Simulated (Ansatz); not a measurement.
# Ag3O: the cost of one run

Computed with Ansatz 0.2.0 (DFT PBE, scalar-relativistic, plane waves, PAW, unless a step's input says otherwise).

1 further run of the same task is left out (set aside as unsound or not needed).

## Step 1: The system as given

The structure is tetragonal, space group I4/mmm (No. 139). The conventional cell has a = 3.790 Å, b = 3.790 Å, c = 8.467 Å, α = 90.00°, β = 90.00°, γ = 90.00°. Ag (site symmetry 4/mmm) is surrounded by 4 O at 2.68 Å and 8 Ag at 2.84 Å. Ag (site symmetry -4m2) is surrounded by 8 Ag at 2.68 to 2.84 Å and 4 O at 2.84 Å. Around O (site symmetry 4/mmm) lie 12 Ag at 2.68 to 2.84 Å.

Structure file:

```
CELL_PARAMETERS angstrom
-1.89518 1.89518 4.23338
1.89518 -1.89518 4.23338
1.89518 1.89518 -4.23338
ATOMIC_POSITIONS crystal
Ag 0.50000 0.50000 0.00000
Ag 0.25000 0.75000 0.50000
Ag 0.75000 0.25000 0.50000
O 0.00000 0.00000 0.00000
```

(A quick probe on a coarse mesh, which set the mesh and smearing, is not shown.)

## Step 3: The relaxation

The input, input.yaml:

```yaml
crystal:
  lattice:
    - [-1.895177182, 1.895177182, 4.233382796]
    - [1.895177182, -1.895177182, 4.233382796]
    - [1.895177182, 1.895177182, -4.233382796]
  atoms:
    - { symbol: Ag, position: [0.5, 0.5, 0.0] }
    - { symbol: Ag, position: [0.25, 0.75, 0.5] }
    - { symbol: Ag, position: [0.75, 0.25, 0.5] }
    - { symbol: O, position: [0.0, 0.0, 0.0] }
basis:
  ecutwfc: 420
kpoints:
  mp_grid: { grid: [18, 18, 18] }
hamiltonian:
  xc: pbe
scf:
  occupations: { method: gaussian, width: 0.1 }
output:
  forces: true
  stress: true
  eigenvalues: true
relax:
  adjacent_minimum: "off"
  f_tol: 0.01
  max_steps: 80
  cell: { stress_tol: 0.05 }
```

Launch:

```sh
ansatz run input.yaml --threads 1 --pin off --max-ram 2560MiB --backend cpu --events-out ev --progress --plain --runs-dir out
```

Q: Estimate wall time and peak memory on 1 thread of Intel Xeon 6975P-C (Granite Rapids), shared host.

About 3.9 min, with a peak of 1 GiB.
